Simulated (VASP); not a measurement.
# TiSi2 (Fddd) in VASP: equation of state

How stiff is TiSi2 in PBEsol, and what volume does it want? The cell is scaled to several volumes.

Everything below comes from runs of VASP 6.6.1. Logs are shortened: lines on timing, memory, paths and dates and some standing lists are left out, and cuts for length are marked.

**1. The crystal as given**

It takes space group Fddd (No. 70, orthorhombic). The conventional cell has a = 4.779 Å, b = 8.235 Å, c = 8.526 Å, α = 90.00°, β = 90.00°, γ = 90.00°. Around Ti (site symmetry 222) lie 10 Si at 2.55 to 2.78 Å. Si (site symmetry 2) is surrounded by 5 Si at 2.52 to 2.79 Å and 5 Ti at 2.55 to 2.78 Å.

The cell is a database's computed one.

**2. Equation of state, PBEsol, 13.14 Å³/atom (volume scaled by 0.94)**

Input file INCAR:

```
SYSTEM = TiSi2
PREC = Accurate ; ENCUT = 520
EDIFF = 1E-7 ; ISMEAR = -1
SIGMA = 0.05 ; LREAL = .False.
LASPH = .True. ; NELM = 60
ALGO = Normal ; ISIF = 2
LWAVE = .False. ; LCHARG = .False.
GGA = PS ; NBANDS = 29
KPAR = 2
```

Input file KPOINTS:

```
Automatic mesh
0
Gamma
  7 7 7
  0 0 0
```

Input file POSCAR:

```
TiSi2
1.0
    0.0000000000      4.0334617761      4.1758755024
    2.3407327166      0.0000000000      4.1758755024
    2.3407327166      4.0334617761      0.0000000000
Ti Si
2 4
Direct
    0.7500000000      0.7500000000      0.7500000000
    0.5000000000      0.5000000000      0.5000000000
    0.4125656100      0.0874343900      0.4125656100
    0.0874343900      0.4125656100      0.0874343900
    0.1625656100      0.8374343900      0.1625656100
    0.8374343900      0.1625656100      0.8374343900
```

Potentials or basis: VASP PAW PBE potentials, release 64 (Ti_sv, Si).

The run is started by

```console
$ cat potpaw_PBE.64/Ti_sv/POTCAR potpaw_PBE.64/Si/POTCAR > POTCAR
$ mpirun -np 2 vasp_std > vasp.out
```

OUTCAR:

```text
SYSTEM = TiSi2
   PREC = Accurate
   ENCUT = 520
   EDIFF = 1E-7
   ISMEAR = -1
   LREAL = .False.
   LASPH = .True.
   NELM = 60
   ISIF = 2
   GGA = PS

 Found     64 irreducible k-points:

 Following reciprocal coordinates:
            Coordinates               Weight
  0.000000  0.000000  0.000000      1.000000
  0.142857  0.000000 -0.000000      8.000000
  0.285714 -0.000000 -0.000000      8.000000
  0.428571 -0.000000  0.000000      8.000000
  0.142857  0.142857  0.000000      2.000000
  0.285714  0.142857 -0.000000      8.000000
   k-points           NKPTS =     64   k-points in BZ     NKDIM =     64   number of bands    NBANDS=     29
   number of dos      NEDOS =    301   number of ions     NIONS =      6
   total plane-waves  NPLWV =  62208
   dimension x,y,z NGX =    48 NGY =   36 NGZ =   36
   dimension x,y,z NGXF=    96 NGYF=   72 NGZF=   72
   ions per type =               2   4
   NGX,Y,Z   is equivalent  to a cutoff of  13.74, 12.50, 12.83 a.u.
   NGXF,Y,Z  is equivalent  to a cutoff of  27.49, 25.00, 25.67 a.u.
 SYSTEM =  TiSi2
   PREC   = accura    normal or accurate (medium, high low for compatibility)
   ISTART =      0    job   : 0-new  1-cont  2-samecut
   ICHARG =      2    charge: 1-file 2-atom 10-const
   ISPIN  =      1    spin polarized calculation?
   LNONCOLLINEAR =      F non collinear calculations
   LSORBIT =      F    spin-orbit coupling
   LASPH  =      T    aspherical Exc in radial PAW
   ENCUT  =  520.0 eV  38.22 Ry    6.18 a.u.  10.79  8.90  8.67*2*pi/ulx,y,z
   NELM   =     60;   NELMIN=  2; NELMDL= -5     # of ELM steps
   EDIFF  = 0.1E-06   stopping-criterion for ELM
   LREAL  =      F    real-space projection
   EDIFFG = 0.1E-05   stopping-criterion for IOM
   NSW    =      0    number of steps for IOM
   IBRION =     -1    ionic relax: 0-MD 1-quasi-New 2-CG
   NFREE  =      0    steps in history (QN), initial steepest desc. (CG)
   ISIF   =      2    stress and relaxation
   ISYM   =      2    0-nonsym 1-usesym 2-fastsym
   POTIM  = 0.5000    time-step for ionic-motion
   TEBEG  =    0.0;   TEEND  =   0.0 temperature during run
   PSTRESS=    0.0 pullay stress
   NELECT =      40.0000    total number of electrons
   NUPDOWN=      -1.0000    fix difference up-down
   EMIN   =  10.00;   EMAX   =-10.00  energy-range for DOS
   EFERMI =   0.00;   METHOD = LEGACY
   ISMEAR =    -1;   SIGMA  =   0.05  broadening in eV -4-tet -1-fermi 0-gaus
   EFERMI_NEDOS =   21; number of points for ismear=-14 and -15
   IALGO  =     38    algorithm
   IMIX   =      4    mixing-type and parameters
     AMIX     =   0.40;   BMIX     =  1.00
     AMIX_MAG =   1.60;   BMIX_MAG =  1.00
  volume/ion in A,a.u.               =      13.14        88.69
  Fermi-wavevector in a.u.,A,eV,Ry     =   1.305647  2.467315 23.194038  1.704714
  Thomas-Fermi vector in A             =   2.436502
   LORBIT       =      0    0 simple, 1 ext, 2 COOP (PROOUT), +10 PAW based schemes
   GGA     = PS    functional components
   LHFCALC =     F    Hartree Fock is set to
   AEXX    =    0.0000 exact exchange contribution
   IVDW    =     0    specifies the selected vdW correction
   LEPSILON=     F    determine dielectric tensor
   LRPA    =     F    only Hartree local field effects (RPA)
 non-spin polarized calculation
  energy-cutoff  :      520.00
  volume of cell :       78.85
 maximum number of plane-waves:      2146
 NGX is ok and might be reduce to    48
   NGX = 21   NGY = 17   NGZ = 17

 number of electron      40.0000000 magnetization

 Free energy of the ion-electron system (eV)
  ---------------------------------------------------
  ext. energy  EPLUGINS =         0.00000000
  ---------------------------------------------------
  free energy    TOTEN  =       -43.57152683 eV

  energy without entropy =      -43.55275508  energy(sigma->0) =      -43.56214095

 E-fermi :  10.8561     XC(G=0): -12.1010

 val. band max:       10.8450199989   @ k =  -0.4286   0.1429  -0.0000
 cond. band min:      10.8584229588   @ k =  -0.1429   0.1429   0.1429
 fundamental gap:      0.0134029599
 Fermi energy:        10.8561291823

 k-point     1 :       0.0000    0.0000    0.0000
  band No.  band energies     occupation
      1     -44.9426      2.00000
      2     -44.9035      2.00000
      3     -21.4753      2.00000
      4     -21.4568      2.00000
      5     -21.3600      2.00000
      6     -21.3418      2.00000
[... 21 lines left out ...]
     28      15.0165      0.00000
     29      15.0228      0.00000

 k-point     2 :       0.1429    0.0000   -0.0000
  band No.  band energies     occupation
      1     -44.9410      2.00000
      2     -44.9049      2.00000
      3     -21.4747      2.00000
      4     -21.4557      2.00000
      5     -21.3667      2.00000
      6     -21.3419      2.00000
[... 21 lines left out ...]
     28      14.9451      0.00000
     29      15.1486      0.00000

 k-point     3 :       0.2857   -0.0000   -0.0000
  band No.  band energies     occupation
      1     -44.9371      2.00000
      2     -44.9086      2.00000
      3     -21.4772      2.00000
      4     -21.4483      2.00000
      5     -21.3852      2.00000
      6     -21.3396      2.00000
[... 21 lines left out ...]
     28      15.3224      0.00000
     29      15.5892      0.00000

 k-point     4 :       0.4286   -0.0000    0.0000
  band No.  band energies     occupation
      1     -44.9331      2.00000
      2     -44.9124      2.00000
      3     -21.4807      2.00000
      4     -21.4375      2.00000
      5     -21.4054      2.00000
      6     -21.3320      2.00000
[... 21 lines left out ...]
     28      15.5127      0.00000
     29      15.9406      0.00000

 k-point     5 :       0.1429    0.1429    0.0000
  band No.  band energies     occupation
      1     -44.9406      2.00000
      2     -44.9054      2.00000
      3     -21.4685      2.00000
      4     -21.4546      2.00000
      5     -21.3708      2.00000
      6     -21.3380      2.00000
[... 21 lines left out ...]
     28      15.2120      0.00000
     29      15.3164      0.00000

 k-point     6 :       0.2857    0.1429   -0.0000
  band No.  band energies     occupation
      1     -44.9374      2.00000
      2     -44.9084      2.00000
      3     -21.4678      2.00000
      4     -21.4453      2.00000
      5     -21.3864      2.00000
      6     -21.3362      2.00000
[... 21 lines left out ...]
     28      15.1973      0.00000
     29      15.6327      0.00000

 [... further k-points ...]

------------------------ aborting loop because EDIFF is reached ----------------------------------------

  FORCE on cell =-STRESS in cart. coord.  units (eV):
  Direction    XX          YY          ZZ          XY          YZ          ZX
  --------------------------------------------------------------------------------------
  -------------------------------------------------------------------------------------
  Total        4.2263302      2.7391832      5.6116879      0.0000000      0.0000000      0.0000000
  in kB       85.8749888     55.6575844    114.0241350      0.0000000      0.0000000      0.0000000
  external PRESSURE =      85.1855694 kB  Pullay stress =       0.0000000 kB

 VOLUME and BASIS-vectors are now :
 -----------------------------------------------------------------------------
  energy-cutoff  :      520.00
  volume of cell :       78.85
      direct lattice vectors                 reciprocal lattice vectors
     0.000000000  4.033461776  4.175875502    -0.213608327  0.123962995  0.119735370
     2.340732717  0.000000000  4.175875502     0.213608327 -0.123962995  0.119735370
     2.340732717  4.033461776  0.000000000     0.213608327  0.123962995 -0.119735370

 POSITION                                       TOTAL-FORCE (eV/Angst)
 -----------------------------------------------------------------------------------
      3.51110      6.05019      6.26381        -0.000000     -0.000000     -0.000000
      2.34073      4.03346      4.17588         0.000000     -0.000000      0.000000
      1.17037      3.32814      2.08794         0.000000      0.091957     -0.000000
      1.17037      0.70533      2.08794         0.000000     -0.091957     -0.000000
      2.34073      1.31140      4.17588        -0.000000      0.091957      0.000000
      2.34073      6.75552      4.17588        -0.000000     -0.091957      0.000000
 -----------------------------------------------------------------------------------
    total drift:                               -0.000000     -0.000000      0.000000

  FREE ENERGIE OF THE ION-ELECTRON SYSTEM (eV)
  ---------------------------------------------------
  free  energy   TOTEN  =       -43.5715268264 eV

  energy  without entropy=      -43.5527550754  energy(sigma->0) =      -43.56214095
```

Run time: 55 s. Hardware: 2 MPI ranks of Intel Xeon 6975P-C (Granite Rapids), shared host; peak memory 0.29 GiB.

Results:

| Quantity | Value |
| --- | --- |
| Free energy | -43.5715 eV |
| Pressure | 8.5 GPa |
| Largest force | 0.092 eV/Å |
| Band gap on the k mesh | none (metal or under the smearing width) |

Caveat: the PAW data sets were made with another functional, which shifts forces and pressure a little.

**3. Equation of state, PBEsol, 13.42 Å³/atom (volume scaled by 0.96)**

INCAR is that of step 2.

KPOINTS is that of step 2.

Changes to POSCAR since step 2:

```diff
@@ -2,5 +2,5 @@
 1.0
-    0.0000000000      4.0334617761      4.1758755024
-    2.3407327166      0.0000000000      4.1758755024
-    2.3407327166      4.0334617761      0.0000000000
+    0.0000000000      4.0618673723      4.2052840453
+    2.3572172929      0.0000000000      4.2052840453
+    2.3572172929      4.0618673723      0.0000000000
 Ti Si
```

Potentials or basis: VASP PAW PBE potentials, release 64 (Ti_sv, Si).

The run is started by

```console
$ cat potpaw_PBE.64/Ti_sv/POTCAR potpaw_PBE.64/Si/POTCAR > POTCAR
$ mpirun -np 2 vasp_std > vasp.out
```

OUTCAR:

```text
SYSTEM = TiSi2
   PREC = Accurate
   ENCUT = 520
   EDIFF = 1E-7
   ISMEAR = -1
   LREAL = .False.
   LASPH = .True.
   NELM = 60
   ISIF = 2
   GGA = PS

 Found     64 irreducible k-points:

 Following reciprocal coordinates:
            Coordinates               Weight
  0.000000  0.000000  0.000000      1.000000
  0.142857  0.000000  0.000000      8.000000
  0.285714 -0.000000  0.000000      8.000000
[... 275 lines left out ...]
  --------------------------------------------------------------------------------------
  -------------------------------------------------------------------------------------
  Total        2.4252328      1.2012598      3.4554358      0.0000000      0.0000000      0.0000000
  in kB       48.2517779     23.8999414     68.7484210      0.0000000      0.0000000      0.0000000
  external PRESSURE =      46.9667134 kB  Pullay stress =       0.0000000 kB

 VOLUME and BASIS-vectors are now :
 -----------------------------------------------------------------------------
  energy-cutoff  :      520.00
  volume of cell :       80.53
      direct lattice vectors                 reciprocal lattice vectors
     0.000000000  4.061867372  4.205284045    -0.212114514  0.123096092  0.118898033
     2.357217293  0.000000000  4.205284045     0.212114514 -0.123096092  0.118898033
     2.357217293  4.061867372  0.000000000     0.212114514  0.123096092 -0.118898033

 POSITION                                       TOTAL-FORCE (eV/Angst)
 -----------------------------------------------------------------------------------
      3.53583      6.09280      6.30793        -0.000000      0.000000      0.000000
      2.35722      4.06187      4.20528         0.000000     -0.000000      0.000000
      1.17861      3.35157      2.10264        -0.000000      0.076084     -0.000000
      1.17861      0.71029      2.10264        -0.000000     -0.076084     -0.000000
      2.35722      1.32064      4.20528        -0.000000      0.076084      0.000000
      2.35722      6.80309      4.20528        -0.000000     -0.076084      0.000000
 -----------------------------------------------------------------------------------
    total drift:                               -0.000000     -0.000000      0.000000

  FREE ENERGIE OF THE ION-ELECTRON SYSTEM (eV)
  ---------------------------------------------------
  free  energy   TOTEN  =       -43.6407555648 eV

  energy  without entropy=      -43.6215266284  energy(sigma->0) =      -43.63114110
```

OSZICAR:

```text
N       E                     dE             d eps       ncg     rms          rms(c)
DAV:   1     0.391681137877E+03    0.39168E+03   -0.18819E+04  3712   0.148E+03
DAV:   2    -0.682306379093E+00   -0.39236E+03   -0.38145E+03  3737   0.436E+02
DAV:   3    -0.438544598730E+02   -0.43172E+02   -0.42361E+02  6217   0.122E+02
DAV:   4    -0.470626724376E+02   -0.32082E+01   -0.31905E+01  5248   0.296E+01
DAV:   5    -0.472411526325E+02   -0.17848E+00   -0.17843E+00  5641   0.602E+00    0.203E+01
DAV:   6    -0.442385132104E+02    0.30026E+01   -0.30245E+01  5273   0.407E+01    0.709E+00
DAV:   7    -0.437291404901E+02    0.50937E+00   -0.55560E+00  5000   0.179E+01    0.573E+00
DAV:   8    -0.436517802092E+02    0.77360E-01   -0.71821E-01  5109   0.679E+00    0.127E+00
DAV:   9    -0.436400693775E+02    0.11711E-01   -0.12885E-01  4998   0.308E+00    0.535E-01
DAV:  10    -0.436409909677E+02   -0.92159E-03   -0.53545E-03  5110   0.548E-01    0.261E-01
DAV:  11    -0.436408892686E+02    0.10170E-03   -0.51131E-03  5690   0.547E-01    0.166E-01
DAV:  12    -0.436407571947E+02    0.13207E-03   -0.11569E-03  5090   0.278E-01    0.168E-02
DAV:  13    -0.436407562610E+02    0.93369E-06   -0.33515E-05  4698   0.529E-02    0.176E-02
DAV:  14    -0.436407556762E+02    0.58481E-06   -0.34920E-06  4837   0.159E-02    0.366E-03
DAV:  15    -0.436407555101E+02    0.16615E-06   -0.99953E-07  4924   0.726E-03    0.730E-04
DAV:  16    -0.436407555648E+02   -0.54757E-07   -0.38460E-08  2791   0.153E-03
   1 F= -.43640756E+02 E0= -.43631141E+02  d E =-.192289E-01
```

stdout:

```text
POSCAR found type information on POSCAR TiSi
 POSCAR found :  2 types and       6 ions
 scaLAPACK will be used
 -----------------------------------------------------------------------------
|                                                                             |
|                                                                             |
|     You enforced a specific xc type in the INCAR file but a different       |
|     I HOPE YOU KNOW WHAT YOU ARE DOING!                                     |
|                                                                             |
 -----------------------------------------------------------------------------

 LDA part: xc-table for (Slater+PW92), standard interpolation
 POSCAR, INCAR and KPOINTS ok, starting setup
 FFT: planning ... GRIDC
 FFT: planning ... GRID_SOFT
 FFT: planning ... GRID
 WAVECAR not read
 entering main loop
```

Wall time 53 s (2 MPI ranks of Intel Xeon 6975P-C (Granite Rapids), shared host); peak memory 0.3 GiB.

What came out:

```
Free energy            : -43.6408 eV
Pressure               : 4.7 GPa
Largest force          : 0.076 eV/Å
Band gap on the k mesh : none (metal or under the smearing width)
```

Caveat: the PAW data sets were made with another functional, which shifts forces and pressure a little.

**4. Equation of state, PBEsol, 13.70 Å³/atom (volume scaled by 0.98)**

INCAR is that of step 3.

KPOINTS is that of step 3.

Changes to POSCAR since step 3:

```diff
@@ -2,5 +2,5 @@
 1.0
-    0.0000000000      4.0618673723      4.2052840453
-    2.3572172929      0.0000000000      4.2052840453
-    2.3572172929      4.0618673723      0.0000000000
+    0.0000000000      4.0898811360      4.2342869207
+    2.3734744776      0.0000000000      4.2342869207
+    2.3734744776      4.0898811360      0.0000000000
 Ti Si
```

The run is started by

```console
$ cat potpaw_PBE.64/Ti_sv/POTCAR potpaw_PBE.64/Si/POTCAR > POTCAR
$ mpirun -np 2 vasp_std > vasp.out
```

Run time: 54 s. Hardware: 2 MPI ranks of Intel Xeon 6975P-C (Granite Rapids), shared host; peak memory 0.3 GiB.

Results (log left out):

```yaml
Free_energy: -43.6720 eV
Pressure: 1.3 GPa
Largest_force: 0.062 eV/Å
Band_gap_on_the_k_mesh: none (metal or under the smearing width)
```

Caveat: the PAW data sets were made with another functional, which shifts forces and pressure a little.

**5. Equation of state, PBEsol, 14.26 Å³/atom (volume scaled by 1.02)**

INCAR is that of step 4.

KPOINTS is that of step 4.

Changes to POSCAR since step 4:

```diff
@@ -2,5 +2,5 @@
 1.0
-    0.0000000000      4.0898811360      4.2342869207
-    2.3734744776      0.0000000000      4.2342869207
-    2.3734744776      4.0898811360      0.0000000000
+    0.0000000000      4.1447854209      4.2911297696
+    2.4053369975      0.0000000000      4.2911297696
+    2.4053369975      4.1447854209      0.0000000000
 Ti Si
```

The run is started by

```console
$ cat potpaw_PBE.64/Ti_sv/POTCAR potpaw_PBE.64/Si/POTCAR > POTCAR
$ mpirun -np 2 vasp_std > vasp.out
```

Wall time 56 s (2 MPI ranks of Intel Xeon 6975P-C (Granite Rapids), shared host); peak memory 0.3 GiB.

Results (log left out):

- Free energy: -43.6355 eV
- Pressure: -4.6 GPa
- Largest force: 0.037 eV/Å
- Band gap on the k mesh: none (metal or under the smearing width)

Caveat: the PAW data sets were made with another functional, which shifts forces and pressure a little.

**6. Equation of state, PBEsol, 14.54 Å³/atom (volume scaled by 1.04)**

INCAR is that of step 5.

KPOINTS is that of step 5.

Changes to POSCAR since step 5:

```diff
@@ -2,5 +2,5 @@
 1.0
-    0.0000000000      4.1447854209      4.2911297696
-    2.4053369975      0.0000000000      4.2911297696
-    2.4053369975      4.1447854209      0.0000000000
+    0.0000000000      4.1717003661      4.3189950295
+    2.4209565065      0.0000000000      4.3189950295
+    2.4209565065      4.1717003661      0.0000000000
 Ti Si
```

Potentials or basis: VASP PAW PBE potentials, release 64 (Ti_sv, Si).

The run is started by

```console
$ cat potpaw_PBE.64/Ti_sv/POTCAR potpaw_PBE.64/Si/POTCAR > POTCAR
$ mpirun -np 2 vasp_std > vasp.out
```

It took 58 s on 2 MPI ranks of Intel Xeon 6975P-C (Granite Rapids), shared host; peak memory 0.31 GiB.

The run converged. Its results:

```
Free energy            : -43.5744 eV
Pressure               : -7.1 GPa
Largest force          : 0.027 eV/Å
Band gap on the k mesh : none (metal or under the smearing width)
```

Caveat: the PAW data sets were made with another functional, which shifts forces and pressure a little.

**7. Equation of state, PBEsol, 14.82 Å³/atom (volume scaled by 1.06)**

INCAR is that of step 6.

KPOINTS is that of step 6.

Changes to POSCAR since step 6:

```diff
@@ -2,5 +2,5 @@
 1.0
-    0.0000000000      4.1717003661      4.3189950295
-    2.4209565065      0.0000000000      4.3189950295
-    2.4209565065      4.1717003661      0.0000000000
+    0.0000000000      4.1982724224      4.3465052936
+    2.4363770274      0.0000000000      4.3465052936
+    2.4363770274      4.1982724224      0.0000000000
 Ti Si
```

The run is started by

```console
$ cat potpaw_PBE.64/Ti_sv/POTCAR potpaw_PBE.64/Si/POTCAR > POTCAR
$ mpirun -np 2 vasp_std > vasp.out
```

Wall time 58 s (2 MPI ranks of Intel Xeon 6975P-C (Granite Rapids), shared host); peak memory 0.31 GiB.

The run converged. Its results:

- Free energy: -43.4885 eV
- Pressure: -9.3 GPa
- Largest force: 0.017 eV/Å
- Band gap on the k mesh: none (metal or under the smearing width)

Caveat: the PAW data sets were made with another functional, which shifts forces and pressure a little.

**8. Equation of state, PBEsol**

Potentials or basis: VASP PAW PBE potentials, release 64 (Ti_sv, Si).

No new run: the results of the series are fitted here.

What came out:

- Equilibrium volume: 13.81 Å³/atom
- Bulk modulus at fixed shape and positions: 154 GPa
- Pressure derivative of the bulk modulus: 4.3

Energy against volume, from the lowest point:
| volume (Å³/atom) | energy (meV/atom) |
| --- | --- |
| 13.142 | 16.75 |
| 13.421 | 5.21 |
| 13.701 | 0.00 |
| 13.981 | 0.48 |
| 14.260 | 6.08 |
| 14.540 | 16.27 |
| 14.820 | 30.59 |

Caveat: the cell was scaled at fixed shape and fractional positions, which overstates the stiffness of a crystal with free parameters, most of all of layers and chains; the PAW data sets were made with another functional, which shifts forces and pressure a little.
